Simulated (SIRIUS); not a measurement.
Crystal: Zr.

```xyz
1
Lattice="-1.8100 1.8100 1.8100 1.8100 -1.8100 1.8100 1.8100 1.8100 -1.8100" Properties=species:S:1:pos:R:3 pbc="T T T"
Zr    0.0000    0.0000    0.0000
```

This isn't the form of Zr at room conditions, which is hcp.

Base run:

| Property | Result |
| --- | --- |
| Program | SIRIUS 7.10.0 |
| Functional | PBE |
| Potentials or basis | PseudoDojo 0.4.1 PBE standard (scalar relativistic) |
| Cutoff | 915 eV |
| Density cutoff | 3659 eV |
| k mesh | 10 × 10 × 10 |
| Occupations | fermi-dirac, width 0.05 eV |
| Spin | no spin polarisation |

Its results: pressure -3.3 GPa.

Question: The run is repeated on the same cell with these changes: functional from PBE to LDA; libxc names from ["XC_GGA_X_PBE", "XC_GGA_C_PBE"] to ["XC_LDA_X", "XC_LDA_C_PW"]. What comes out?

Answer: Pressure -9.7 GPa.

Caveats: the potentials were made for another functional, which shifts forces and pressure (some runs).
